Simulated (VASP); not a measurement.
## Input and output of a VASP PBEsol relaxation of cell and atoms on NaCl (zincblende)

INCAR

```
NSW = 40
GGA = PS
PREC = Accurate
EDIFFG = -5E-3
LCHARG = .FALSE.
ISIF = 3
ISMEAR = -1
LASPH = .TRUE.
SIGMA = 0.02
NBANDS = 14
IBRION = 2
LREAL = .FALSE.
EDIFF = 1E-7
NELM = 120
ENCUT = 600
LWAVE = .FALSE.
```

KPOINTS

```
KPOINTS created by Atomic Simulation Environment
0
Gamma
6 6 6
0 0 0
```

POSCAR

```
Na Cl
 1.0000000000000000
    -0.0000000000000000    3.1264792100088665    3.1264792100088665
     3.1264792100088665   -0.0000000000000000    3.1264792100088665
     3.1264792100088665    3.1264792100088665    0.0000000000000000
 Na  Cl
   1   1
Cartesian
  0.0000000000000000  0.0000000000000000  0.0000000000000000
  1.5632396050044333  1.5632396050044333  1.5632396050044333
```

VASP ran with the recommended PBE PAW datasets (14 valence electrons in the cell).

From OUTCAR

```
k-points           NKPTS =     16   k-points in BZ     NKDIM =     16   number of bands    NBANDS=     14

   NELECT =      14.0000    total number of electrons

   dimension x,y,z NGX =    36 NGY =   36 NGZ =   36
   dimension x,y,z NGXF=    72 NGYF=   72 NGZF=   72

  energy-cutoff  :      600.00
  volume of cell :       59.11
      direct lattice vectors                 reciprocal lattice vectors
     0.000000000  3.091783805  3.091783805    -0.161718940  0.161718940  0.161718940
     3.091783805 -0.000000000  3.091783805     0.161718940 -0.161718940  0.161718940
     3.091783805  3.091783805 -0.000000000     0.161718940  0.161718940 -0.161718940

 k-points in reciprocal lattice and weights: KPOINTS created by Atomic Simulation Env
   0.00000000  0.00000000  0.00000000       0.005
   0.16666667  0.00000000  0.00000000       0.037
   0.33333333  0.00000000  0.00000000       0.037
   0.50000000  0.00000000  0.00000000       0.019
   0.16666667  0.16666667  0.00000000       0.028
   0.33333333  0.16666667  0.00000000       0.111
   0.50000000  0.16666667  0.00000000       0.111
  -0.33333333  0.16666667  0.00000000       0.111
   ...

 E-fermi :  -1.9616

 k-point     1 :       0.0000    0.0000    0.0000
  band No.  band energies     occupation
      1     -22.9311      2.00000
      2     -22.9311      2.00000
      3     -22.9311      2.00000
      4     -14.5394      2.00000
      5      -2.4549      2.00000
      6      -2.4549      2.00000
      7      -2.4549      2.00000
      8       2.3754      0.00000
      9       8.6853      0.00000
     10       8.6853      0.00000
     11       8.6853      0.00000
     12      10.4899      0.00000
     13      10.4899      0.00000
     14      12.8822      0.00000

 k-point     2 :       0.1667    0.0000    0.0000
  band No.  band energies     occupation
      1     -22.9347      2.00000
      2     -22.9314      2.00000
      3     -22.9314      2.00000
      4     -14.5033      2.00000
      5      -2.7798      2.00000
      6      -2.4790      2.00000
      7      -2.4790      2.00000
      8       2.9866      0.00000
      9       8.0465      0.00000
     10       8.7987      0.00000
     11       8.7987      0.00000
     12      10.0420      0.00000
     13      10.0420      0.00000
     14      11.8601      0.00000

 k-point     3 :       0.3333    0.0000    0.0000
  band No.  band energies     occupation
      1     -22.9420      2.00000
      2     -22.9322      2.00000
      3     -22.9322      2.00000
      4     -14.4299      2.00000
      5      -3.3039      2.00000
      6      -2.5260      2.00000
      7      -2.5260      2.00000
      8       4.2258      0.00000
      9       6.9956      0.00000
     10       8.3845      0.00000
     11       8.3845      0.00000
     12      10.8727      0.00000
     13      10.8727      0.00000
     14      11.3355      0.00000

 k-point     4 :       0.5000    0.0000    0.0000
  band No.  band energies     occupation
      1     -22.9456      2.00000
      2     -22.9326      2.00000
      3     -22.9326      2.00000
      4     -14.3927      2.00000
      5      -3.5266      2.00000
      6      -2.5490      2.00000
      7      -2.5490      2.00000
      8       5.0221      0.00000
      9       6.3444      0.00000
     10       8.1247      0.00000
     11       8.1247      0.00000
     12      11.7719      0.00000
     13      12.3812      0.00000
     14      12.3812      0.00000

 k-point     5 :       0.1667    0.1667    0.0000
  band No.  band energies     occupation
      1     -22.9350      2.00000
      2     -22.9320      2.00000
      3     -22.9320      2.00000
      4     -14.4913      2.00000
      5      -2.7841      2.00000
      6      -2.5343      2.00000
      7      -2.5343      2.00000
      8       3.1700      0.00000
      9       7.9314      0.00000
     10       8.7233      0.00000
     11       8.9782      0.00000
     12       8.9782      0.00000
     13      10.8564      0.00000
     14      13.3695      0.00000

 k-point     6 :       0.3333    0.1667    0.0000
  band No.  band energies     occupation
      1     -22.9405      2.00000
      2     -22.9330      2.00000
      3     -22.9329      2.00000
      4     -14.4306      2.00000
      5      -3.1602      2.00000
      6      -2.6116      2.00000
      7      -2.5960      2.00000
      8       4.1522      0.00000
      9       7.1881      0.00000
     10       7.7942      0.00000
     11       8.9585      0.00000
     12       9.7855      0.00000
     13      11.4661      0.00000
     14      12.5606      0.00000

 k-point     7 :       0.5000    0.1667    0.0000
  band No.  band energies     occupation
      1     -22.9448      2.00000
      2     -22.9343      2.00000
      3     -22.9332      2.00000
      4     -14.3812      2.00000
      5      -3.4145      2.00000
      6      -2.7241      2.00000
      7      -2.6038      2.00000
      8       5.2775      0.00000
      9       6.2005      0.00000
     10       7.7779      0.00000
     11       8.5686      0.00000
     12      10.8203      0.00000
     13      12.4569      0.00000
     14      12.8023      0.00000

 k-point     8 :      -0.3333    0.1667    0.0000
  band No.  band energies     occupation
      1     -22.9436      2.00000
      2     -22.9346      2.00000
      3     -22.9326      2.00000
      4     -14.3935      2.00000
      5      -3.3467      2.00000
      6      -2.7609      2.00000
      7      -2.5505      2.00000
      8       5.0258      0.00000
      9       6.5208      0.00000
     10       7.6896      0.00000
     11       8.5261      0.00000
     12      10.6346      0.00000
     13      12.0416      0.00000
     14      12.6921      0.00000

 k-point     9 :      -0.1667    0.1667    0.0000
  band No.  band energies     occupation
      1     -22.9386      2.00000
      2     -22.9332      2.00000
      3     -22.9318      2.00000
      4     -14.4548      2.00000
      5      -3.0467      2.00000
      6      -2.6411      2.00000
      7      -2.4875      2.00000
      8       3.8052      0.00000
      9       7.6354      0.00000
     10       7.9423      0.00000
     11       8.9865      0.00000
     12       9.3620      0.00000
     13      11.0917      0.00000
     14      12.6633      0.00000

 k-point    10 :       0.3333    0.3333    0.0000
  band No.  band energies     occupation
      1     -22.9429      2.00000
      2     -22.9340      2.00000
      3     -22.9340      2.00000
      4     -14.3946      2.00000
      5      -3.2538      2.00000
      6      -2.6863      2.00000
      7      -2.6863      2.00000
      8       4.3849      0.00000
      9       6.8857      0.00000
     10       7.5238      0.00000
     11       9.8226      0.00000
     12       9.8226      0.00000
     13      11.8641      0.00000
     14      13.8367      0.00000

 k-point    11 :       0.5000    0.3333    0.0000
  band No.  band energies     occupation
      1     -22.9454      2.00000
      2     -22.9355      2.00000
      3     -22.9344      2.00000
      4     -14.3578      2.00000
      5      -3.3391      2.00000
      6      -2.8557      2.00000
      7      -2.7087      2.00000
      8       4.8088      0.00000
      9       6.6783      0.00000
     10       7.6272      0.00000
     11       9.7044      0.00000
     12      10.0862      0.00000
     13      12.7554      0.00000
     14      12.8700      0.00000

 k-point    12 :      -0.3333    0.3333    0.0000
  band No.  band energies     occupation
      1     -22.9446      2.00000
      2     -22.9369      2.00000
      3     -22.9337      2.00000
      4     -14.3574      2.00000
      5      -3.1772      2.00000
      6      -3.1206      2.00000
      7      -2.6429      2.00000
      8       5.4983      0.00000
      9       6.3139      0.00000
     10       7.5378      0.00000
     11       9.1054      0.00000
     12      10.2144      0.00000
     13      11.2764      0.00000
     14      13.8834      0.00000

 k-point    13 :       0.5000    0.5000    0.0000
  band No.  band energies     occupation
      1     -22.9468      2.00000
      2     -22.9349      2.00000
      3     -22.9349      2.00000
      4     -14.3459      2.00000
      5      -3.4309      2.00000
      6      -2.7591      2.00000
      7      -2.7591      2.00000
      8       4.4726      0.00000
      9       6.5233      0.00000
     10       8.0728      0.00000
     11      10.6015      0.00000
     12      10.6015      0.00000
     13      12.4979      0.00000
     14      12.7305      0.00000

 ...

  Total        0.0033164      0.0033164      0.0033164     -0.0000000     -0.0000000      0.0000000
  in kB        0.0898928      0.0898928      0.0898928     -0.0000000     -0.0000000      0.0000000
  external PRESSURE =       0.0898928 kB  Pullay stress =       0.0000000 kB

 POSITION                                       TOTAL-FORCE (eV/Angst)
 -----------------------------------------------------------------------------------
      6.18357      3.09178      3.09178        -0.000000     -0.000000     -0.000000
      1.54589      1.54589      1.54589         0.000000      0.000000      0.000000
 -----------------------------------------------------------------------------------
    total drift:                               -0.000000     -0.000000     -0.000000

  FREE ENERGIE OF THE ION-ELECTRON SYSTEM (eV)
  ---------------------------------------------------
  free  energy   TOTEN  =        -6.8041633296 eV

  energy  without entropy=       -6.8041633296  energy(sigma->0) =       -6.80416333
```

CONTCAR

```
Na Cl
   1.00000000000000
     0.0000000000000000    3.0917838045622794    3.0917838045622794
     3.0917838045622794   -0.0000000000000000    3.0917838045622794
     3.0917838045622794    3.0917838045622794   -0.0000000000000000
  Na              Cl
     1     1
Direct
     0.0000000000000000    1.0000000000000000    1.0000000000000000
     0.2500000000000000    0.2500000000000000    0.2500000000000000

  0.00000000E+00  0.00000000E+00  0.00000000E+00
  0.00000000E+00  0.00000000E+00  0.00000000E+00
```

* relaxed cell vector lengths: 4.372, 4.372, 4.372 Å
* relaxed cell volume: 59.11 Å³
